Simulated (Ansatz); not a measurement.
Crystal: ZrC.

```
Zr C
1.0
     0.00000    2.36500    2.36500
     2.36500    0.00000    2.36500
     2.36500    2.36500    0.00000
Zr C
1 1
Direct
  0.50000 0.50000 0.50000
  0.00000 0.00000 0.00000
```

```yaml
Program: Ansatz 0.2.0
Task: relaxation of cell and atoms
Functional: PBEsol
Potentials_or_basis: Ansatz PAW
Cutoff: "420 eV (not typed: the program's choice for these potentials)"
k_mesh: 10 × 10 × 10
Occupations: fermi-dirac, width 0.05 eV
Spin: no spin polarisation
Hubbard_terms: Zr d U = 1 eV
```

At the start: volume 13.23 Å³/atom.

Question: How do energy, volume and symmetry change on relaxing?

Answer: It ends after 7 steps and the volume is 12.80 Å³/atom (-3.3 %); space group Fm-3m (No. 225, to 0.05 Å).

Step by step:
```
step  energy change (eV)  largest force (eV/Å)  volume (Å³)
   1              0.0000                0.0000        26.46
   2             -0.0024                0.0000        24.79
   3             -0.0209                0.0000        25.64
   4             -0.0209                0.0000        25.60
   5             -0.0200                0.0000        25.60
   6             -0.0201                0.0000        25.59
   7             -0.0201                0.0000        25.59
```

Final structure:
```
CELL_PARAMETERS angstrom
0.00000 2.33896 2.33896
2.33896 0.00000 2.33896
2.33896 2.33896 0.00000
ATOMIC_POSITIONS crystal
Zr 0.50000 0.50000 0.50000
C 0.00000 0.00000 0.00000
```

Caveat: the plane-wave basis is chosen anew once the cell has moved, so the energies of steps on either side of that aren't comparable; U without spin polarisation on a metal has little footing; the PAW data sets come from PBE, with cores solved anew for the run's functional, which leaves a small shift of forces and pressure; the U is typed as a test and isn't derived for this compound.
